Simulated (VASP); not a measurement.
# Ta in VASP: single point with PBE

Aim: the single point of Ta with PBE.

Program: VASP 6.6.1. These are calculated values, not measurements. Logs are shortened: lines on timing, memory, paths and dates and some standing lists are left out, and cuts for length are marked.

**1. The slab as given**

The cell holds a slab with vacuum, 7 atoms: a = 3.319 Å, b = 3.319 Å, c = 24.957 Å, α = 90.00°, β = 90.00°, γ = 90.00°.

The slab is cut from a database's or a generator's crystal, which needn't be the stable form of the element.

**2. Single point, PBE**

INCAR

```
PREC = Accurate ; ENCUT = 520
EDIFF = 1E-7 ; ISMEAR = 0
SIGMA = 0.1 ; LREAL = False
LASPH = True ; NELM = 100
ALGO = Fast ; ISIF = 2
LWAVE = False ; LCHARG = False
LDIPOL = True ; IDIPOL = 3
DIPOL = 0.5 0.5 0.500 ; GGA = PE
ISYM = 0 ; NBANDS = 48
```

KPOINTS

```
Automatic mesh
0
Gamma
  1 10 1
```

POSCAR

```
Ta
1.0
    3.3190540256      0.0000000000      0.0000000000
    0.0000000000      3.3190540256      0.0000000000
    0.0000000000      0.0000000000     24.9571620767
Ta
7
Direct
    0.5000000000      0.5000000000      0.3005149374
    0.0000000000      0.0000000000      0.3670099583
    0.5000000000      0.5000000000      0.4335049791
    0.0000000000      0.0000000000      0.5000000000
    0.5000000000      0.5000000000      0.5664950209
    0.0000000000      0.0000000000      0.6329900417
    0.5000000000      0.5000000000      0.6994850626
```

Potentials or basis: VASP PAW PBE potentials, release 64 (Ta_pv).

The run is started by

```console
$ cat potpaw_PBE.64/Ta_pv/POTCAR > POTCAR
$ mpirun -np 1 vasp_std > vasp.out
```

OUTCAR:

```text
PREC = Accurate
   ENCUT = 520
   EDIFF = 1E-7
   ISMEAR = 0
   LREAL = False
   LASPH = True
   NELM = 100
   ISIF = 2
   GGA = PE
   ISYM = 0

 ion  position               nearest neighbor table
   1  0.500  0.500  0.301-   2 2.87   2 2.87   2 2.87   2 2.87   3 3.32
   2  0.000  0.000  0.367-   3 2.87   3 2.87   3 2.87   3 2.87   1 2.87   1 2.87   1 2.87   1 2.87
                             4 3.32
   3  0.500  0.500  0.434-   2 2.87   2 2.87   2 2.87   2 2.87   4 2.87   4 2.87   4 2.87   4 2.87
                             1 3.32   5 3.32
   4  0.000  0.000  0.500-   3 2.87   5 2.87   3 2.87   5 2.87   3 2.87   5 2.87   3 2.87   5 2.87
                             2 3.32   6 3.32
   5  0.500  0.500  0.566-   6 2.87   6 2.87   6 2.87   6 2.87   4 2.87   4 2.87   4 2.87   4 2.87
                             7 3.32   3 3.32
   6  0.000  0.000  0.633-   5 2.87   5 2.87   5 2.87   5 2.87   7 2.87   7 2.87   7 2.87   7 2.87
                             4 3.32
   7  0.500  0.500  0.699-   6 2.87   6 2.87   6 2.87   6 2.87   5 3.32

IMPORTANT INFORMATION: All symmetrisations will be switched off!
NOSYMM: (Re-)initialisation of all symmetry stuff for point group C_1.

----------------------------------------------------------------------------------------

                                     Primitive cell

  volume of cell :     274.9311

  direct lattice vectors                    reciprocal lattice vectors
     3.319054026  0.000000000  0.000000000     0.301290667  0.000000000  0.000000000
     0.000000000  3.319054026  0.000000000     0.000000000  0.301290667  0.000000000
     0.000000000  0.000000000 24.957162077     0.000000000  0.000000000  0.040068658

  length of vectors
     3.319054026  3.319054026 24.957162077     0.301290667  0.301290667  0.040068658

  position of ions in fractional coordinates (direct lattice)
     0.500000000  0.500000000  0.300514937
     0.000000000  0.000000000  0.367009958
     0.500000000  0.500000000  0.433504979
     0.000000000  0.000000000  0.500000000
     0.500000000  0.500000000  0.566495021
     0.000000000  0.000000000  0.632990042
     0.500000000  0.500000000  0.699485063

  ion indices of the primitive-cell ions
   primitive index   ion index
                 1           1
                 2           2
                 3           3
                 4           4
                 5           5
                 6           6
                 7           7

----------------------------------------------------------------------------------------

 KPOINTS: Automatic mesh

Automatic generation of k-mesh.
 Grid dimensions read from file:
 generate k-points for:    1   10    1

 Generating k-lattice:

  Cartesian coordinates                     Fractional coordinates (reciprocal lattice)
     0.301290667  0.000000000  0.000000000     1.000000000  0.000000000  0.000000000
[... 82 lines left out ...]
     AMIX_MAG =   1.60;   BMIX_MAG =  1.00
  volume/ion in A,a.u.               =      39.28       265.05
  Fermi-wavevector in a.u.,A,eV,Ry     =   1.071101  2.024088 15.609386  1.147258
  Thomas-Fermi vector in A             =   2.206831
   LORBIT       =      0    0 simple, 1 ext, 2 COOP (PROOUT), +10 PAW based schemes
   GGA     = PE    functional components
   LHFCALC =     F    Hartree Fock is set to
   AEXX    =    0.0000 exact exchange contribution
   IVDW    =     0    specifies the selected vdW correction
   LEPSILON=     F    determine dielectric tensor
   LRPA    =     F    only Hartree local field effects (RPA)
 non-spin polarized calculation
 RMM-DIIS sequential band-by-band and
 Gauss-broadening in eV      SIGMA  =   0.10
  energy-cutoff  :      520.00
  volume of cell :      274.93
 maximum number of plane-waves:      7405
 NGX is ok and might be reduce to    28
   NGX = 13   NGY = 13   NGZ = 93

 dipolmoment           0.000000      0.000000     -0.000056 electrons x Angstroem

 number of electron      76.9999992 magnetization

 dipolmoment           0.000000      0.000000      0.000010 electrons x Angstroem

 Free energy of the ion-electron system (eV)
  ---------------------------------------------------
  ext. energy  EPLUGINS =         0.00000000
  ---------------------------------------------------
  free energy    TOTEN  =       -80.79923730 eV

  energy without entropy =      -80.70162585  energy(sigma->0) =      -80.75043158

 E-fermi :   0.5192     XC(G=0):  -6.8264

 val. band max:        0.5128678294   @ k =   0.0000   0.0000   0.0000
 cond. band min:       0.5263322291   @ k =   0.0000   0.1000   0.0000
 fundamental gap:      0.0134643996
 Fermi energy:         0.5191532831

 k-point     1 :       0.0000    0.0000    0.0000
  band No.  band energies     occupation
      1     -34.4913      2.00000
      2     -34.4908      2.00000
      3     -34.3426      2.00000
      4     -34.3416      2.00000
      5     -34.1844      2.00000
      6     -34.1832      2.00000
[... 295 lines left out ...]
     47       2.6878      0.00000
     48       2.9307      0.00000

------------------------ aborting loop because EDIFF is reached ----------------------------------------

 vacuum level on the upper side and lower side of the slab       (xc-potential included)        -0.150        -0.148

  FORCE on cell =-STRESS in cart. coord.  units (eV):
  Direction    XX          YY          ZZ          XY          YZ          ZX
  --------------------------------------------------------------------------------------
  -------------------------------------------------------------------------------------
  Total        7.2567514    -15.3113394    -13.8720798      0.0000622     -0.0000425     -0.0000847
  in kB       42.2891527    -89.2277461    -80.8403750      0.0003625     -0.0002476     -0.0004933
  external PRESSURE =     -42.5929895 kB  Pullay stress =       0.0000000 kB

 VOLUME and BASIS-vectors are now :
 -----------------------------------------------------------------------------
  energy-cutoff  :      520.00
  volume of cell :      274.93
      direct lattice vectors                 reciprocal lattice vectors
     3.319054026  0.000000000  0.000000000     0.301290667  0.000000000  0.000000000
     0.000000000  3.319054026  0.000000000     0.000000000  0.301290667  0.000000000
     0.000000000  0.000000000 24.957162077     0.000000000  0.000000000  0.040068658

 POSITION                                       TOTAL-FORCE (eV/Angst)
 -----------------------------------------------------------------------------------
      1.65953      1.65953      7.50000         0.000013     -0.000032      2.295303
      0.00000      0.00000      9.15953         0.000008      0.000040     -0.984237
      1.65953      1.65953     10.81905        -0.000015      0.000005     -0.751461
      0.00000      0.00000     12.47858        -0.000012     -0.000008      0.000099
      1.65953      1.65953     14.13811        -0.000005     -0.000033      0.751382
      0.00000      0.00000     15.79764         0.000020      0.000017      0.984228
      1.65953      1.65953     17.45716        -0.000009      0.000010     -2.295314
 -----------------------------------------------------------------------------------
    total drift:                               -0.000007      0.000003      0.000120

  FREE ENERGIE OF THE ION-ELECTRON SYSTEM (eV)
  ---------------------------------------------------
  free  energy   TOTEN  =       -80.7992372993 eV

  energy  without entropy=      -80.7016258539  energy(sigma->0) =      -80.75043158

 vacuum level on the upper side and lower side of the slab         4.953         4.955
```

OSZICAR:

```text
N       E                     dE             d eps       ncg     rms          rms(c)
DAV:   1     0.717952668272E+03    0.71795E+03   -0.43267E+04   720   0.144E+03
DAV:   2    -0.525481709624E+02   -0.77050E+03   -0.75475E+03   664   0.419E+02
DAV:   3    -0.863027418842E+02   -0.33755E+02   -0.31785E+02   792   0.729E+01
[... 25 lines left out ...]
RMM:  29    -0.807992330103E+02   -0.64335E-05   -0.30392E-06   524   0.147E-03    0.646E-04
RMM:  30    -0.807992353597E+02   -0.23494E-05   -0.14570E-06   380   0.103E-03    0.295E-04
RMM:  31    -0.807992367691E+02   -0.14094E-05   -0.92747E-07   377   0.857E-04    0.252E-04
RMM:  32    -0.807992372098E+02   -0.44073E-06   -0.51236E-07   326   0.677E-04    0.133E-04
RMM:  33    -0.807992372993E+02   -0.89510E-07   -0.26663E-07   299   0.572E-04
   1 F= -.80799237E+02 E0= -.80750432E+02  d E =-.976114E-01
```

Wall time 2 min (1 thread of Intel Xeon 6975P-C (Granite Rapids), shared host); peak memory 0.39 GiB.

What came out:

| Item | Value |
| --- | --- |
| Free energy | -80.7992 eV |
| Largest force | 2.295 eV/Å |
| Band gap on the k mesh | none (metal or under the smearing width) |

Forces on the atoms (eV/Å):
```
Ta   0.000  0.000  2.295
Ta   0.000  0.000 -0.984
Ta   0.000  0.000 -0.751
Ta   0.000  0.000  0.000
Ta   0.000  0.000  0.751
Ta   0.000  0.000  0.984
Ta   0.000  0.000 -2.295
```

Levels at points of the mesh, in eV from the Fermi level:
| k point | band 38 | band 39 | band 40 | band 41 | band 42 | band 43 |
| --- | --- | --- | --- | --- | --- | --- |
| (0.00, 0.00, 0.00) | 0.20 | 0.21 | 0.24 | 0.25 | 0.28 | 0.74 |
| (0.00, 0.50, 0.00) | -0.21 | -0.11 | -0.02 | 0.08 | 0.74 | 0.75 |
